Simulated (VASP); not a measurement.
CdSe:

```
CELL_PARAMETERS angstrom
0.00000 3.07027 3.07027
3.07027 0.00000 3.07027
3.07027 3.07027 0.00000
ATOMIC_POSITIONS crystal
Cd 0.00000 0.00000 0.00000
Se 0.25000 0.25000 0.25000
```

Measurements of this composition are mostly on another form, of space group No. 186.

Program: VASP 6.6.1. Alike in all runs: potentials or basis VASP PAW PBE potentials, release 64 (Cd, Se); no spin polarisation; cell as given; cutoff (eV) 520.

**Question.** Order these runs on this cell by their band gap on the k mesh, lowest first.
A. level PBEsol0; k mesh 4 × 4 × 4; smearing fermi-dirac 0.05 eV; grid for exact exchange (PRECFOCK) Normal; exchange at q = 0 truncated; mesh quality coarse
B. level PBE+TS-HI; k mesh 8 × 8 × 8; smearing gaussian 0.05 eV; mesh quality not flagged
C. level r2SCANh; k mesh 4 × 4 × 4; smearing fermi-dirac 0.05 eV; grid for exact exchange (PRECFOCK) Fast; exchange at q = 0 truncated; mesh quality coarse
D. level RPBE; k mesh 8 × 8 × 8; smearing gaussian 0.05 eV; mesh quality not flagged
E. level r2SCAN; k mesh 8 × 8 × 8; smearing fermi-dirac 0.05 eV; mesh quality not flagged

**Answer.** B (0.55 eV), D (0.72 eV), E (1.02 eV), C (1.57 eV), A (2.03 eV).

Caveats: some runs use coarse meshes; the gap is small at this level, which inflates the dielectric constant (some runs).

A k mesh can miss the band edges.

Not every run made on this cell is shown here.
